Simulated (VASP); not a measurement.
Input of a VASP 6.6.1 run:

File run.py:

```python
from ase.calculators.vasp import Vasp
from ase.dft.bandgap import bandgap
from ase.io import read

atoms = read('LiF.cif', primitive_cell=True, subtrans_included=False)
calc = Vasp(
    directory='calc',
    xc='pbe',
    pp='PBE',
    setups={'base': 'minimal', 'F': '_GW', 'Li': '_GW'},
    prec='Accurate',
    encut=550,
    ediff=1e-07,
    ismear=0,
    sigma=0.05,
    lreal=False,
    lasph=True,
    nelm=100,
    algo='Normal',
    isif=2,
    lwave=False,
    lcharg=False,
    kpts=[11, 11, 11],
    gamma=True,
    nbands=11,
)
atoms.calc = calc

print('energy (eV):', atoms.get_potential_energy())
print('free energy (eV):', atoms.get_potential_energy(force_consistent=True))
print('forces (eV/A):')
print(atoms.get_forces())
print('stress (eV/A^3, Voigt):', atoms.get_stress())
print('Fermi level (eV):', calc.get_fermi_level())
gap, top, bottom = bandgap(calc)
print('band gap (eV):', gap, 'from (spin, k, band)', top, 'to', bottom)
```

File LiF.cif:

```cif
data_LiF
_cell_length_a 4.02800000
_cell_length_b 4.02800000
_cell_length_c 4.02800000
_cell_angle_alpha 90.00000000
_cell_angle_beta 90.00000000
_cell_angle_gamma 90.00000000
_space_group_name_H-M_alt 'Fm-3m'
_space_group_name_Hall '-F 4 2 3'
_space_group_IT_number 225
loop_
_space_group_symop_operation_xyz
'x,y,z'
'-x,-y,-z'
'-y,x,z'
'y,-x,-z'
'-x,-y,z'
'x,y,-z'
'y,-x,z'
'-y,x,-z'
'x,-y,-z'
'-x,y,z'
'-y,-x,-z'
'y,x,z'
'-x,y,-z'
'x,-y,z'
'y,x,-z'
'-y,-x,z'
'z,x,y'
'-z,-x,-y'
'z,-y,x'
'-z,y,-x'
'z,-x,-y'
'-z,x,y'
'z,y,-x'
'-z,-y,x'
'-z,x,-y'
'z,-x,y'
'-z,-y,-x'
'z,y,x'
'-z,-x,y'
'z,x,-y'
'-z,y,x'
'z,-y,-x'
'y,z,x'
'-y,-z,-x'
'x,z,-y'
'-x,-z,y'
'-y,z,-x'
'y,-z,x'
'-x,z,y'
'x,-z,-y'
'-y,-z,x'
'y,z,-x'
'-x,-z,-y'
'x,z,y'
'y,-z,-x'
'-y,z,x'
'x,-z,y'
'-x,z,-y'
'x,y+1/2,z+1/2'
'-x,-y+1/2,-z+1/2'
'-y,x+1/2,z+1/2'
'y,-x+1/2,-z+1/2'
'-x,-y+1/2,z+1/2'
'x,y+1/2,-z+1/2'
'y,-x+1/2,z+1/2'
'-y,x+1/2,-z+1/2'
'x,-y+1/2,-z+1/2'
'-x,y+1/2,z+1/2'
'-y,-x+1/2,-z+1/2'
'y,x+1/2,z+1/2'
'-x,y+1/2,-z+1/2'
[... 41 lines left out ...]
'y+1/2,-x,z+1/2'
'-y+1/2,x,-z+1/2'
'x+1/2,-y,-z+1/2'
'-x+1/2,y,z+1/2'
'-y+1/2,-x,-z+1/2'
'y+1/2,x,z+1/2'
'-x+1/2,y,-z+1/2'
'x+1/2,-y,z+1/2'
'y+1/2,x,-z+1/2'
'-y+1/2,-x,z+1/2'
'z+1/2,x,y+1/2'
'-z+1/2,-x,-y+1/2'
'z+1/2,-y,x+1/2'
'-z+1/2,y,-x+1/2'
'z+1/2,-x,-y+1/2'
'-z+1/2,x,y+1/2'
'z+1/2,y,-x+1/2'
'-z+1/2,-y,x+1/2'
'-z+1/2,x,-y+1/2'
'z+1/2,-x,y+1/2'
'-z+1/2,-y,-x+1/2'
'z+1/2,y,x+1/2'
'-z+1/2,-x,y+1/2'
'z+1/2,x,-y+1/2'
'-z+1/2,y,x+1/2'
'z+1/2,-y,-x+1/2'
'y+1/2,z,x+1/2'
'-y+1/2,-z,-x+1/2'
'x+1/2,z,-y+1/2'
'-x+1/2,-z,y+1/2'
'-y+1/2,z,-x+1/2'
'y+1/2,-z,x+1/2'
'-x+1/2,z,y+1/2'
'x+1/2,-z,-y+1/2'
'-y+1/2,-z,x+1/2'
'y+1/2,z,-x+1/2'
'-x+1/2,-z,-y+1/2'
'x+1/2,z,y+1/2'
'y+1/2,-z,-x+1/2'
'-y+1/2,z,x+1/2'
'x+1/2,-z,y+1/2'
'-x+1/2,z,-y+1/2'
'x+1/2,y+1/2,z'
'-x+1/2,-y+1/2,-z'
'-y+1/2,x+1/2,z'
'y+1/2,-x+1/2,-z'
'-x+1/2,-y+1/2,z'
'x+1/2,y+1/2,-z'
'y+1/2,-x+1/2,z'
'-y+1/2,x+1/2,-z'
'x+1/2,-y+1/2,-z'
'-x+1/2,y+1/2,z'
'-y+1/2,-x+1/2,-z'
'y+1/2,x+1/2,z'
'-x+1/2,y+1/2,-z'
'x+1/2,-y+1/2,z'
'y+1/2,x+1/2,-z'
'-y+1/2,-x+1/2,z'
'z+1/2,x+1/2,y'
'-z+1/2,-x+1/2,-y'
'z+1/2,-y+1/2,x'
'-z+1/2,y+1/2,-x'
'z+1/2,-x+1/2,-y'
'-z+1/2,x+1/2,y'
'z+1/2,y+1/2,-x'
'-z+1/2,-y+1/2,x'
'-z+1/2,x+1/2,-y'
'z+1/2,-x+1/2,y'
'-z+1/2,-y+1/2,-x'
'z+1/2,y+1/2,x'
'-z+1/2,-x+1/2,y'
'z+1/2,x+1/2,-y'
'-z+1/2,y+1/2,x'
'z+1/2,-y+1/2,-x'
'y+1/2,z+1/2,x'
'-y+1/2,-z+1/2,-x'
'x+1/2,z+1/2,-y'
'-x+1/2,-z+1/2,y'
'-y+1/2,z+1/2,-x'
'y+1/2,-z+1/2,x'
'-x+1/2,z+1/2,y'
'x+1/2,-z+1/2,-y'
'-y+1/2,-z+1/2,x'
'y+1/2,z+1/2,-x'
'-x+1/2,-z+1/2,-y'
'x+1/2,z+1/2,y'
'y+1/2,-z+1/2,-x'
'-y+1/2,z+1/2,x'
'x+1/2,-z+1/2,y'
'-x+1/2,z+1/2,-y'
loop_
_atom_site_label
_atom_site_type_symbol
_atom_site_symmetry_multiplicity
_atom_site_Wyckoff_symbol
_atom_site_fract_x
_atom_site_fract_y
_atom_site_fract_z
_atom_site_occupancy
F1 F 4 b 0.5000000000 0.0000000000 0.0000000000 1
Li1 Li 4 a 0.0000000000 0.0000000000 0.0000000000 1
```

Potentials or basis: VASP PAW PBE potentials, release 64 (F_GW, Li_GW).

Run with:

```sh
$ python run.py
```

(1) Predict the band gap on the k mesh.

Results:

(1) 9.05 eV, direct.

Caveat: an odd mesh through Γ misses points on the zone boundary, where band edges often lie.
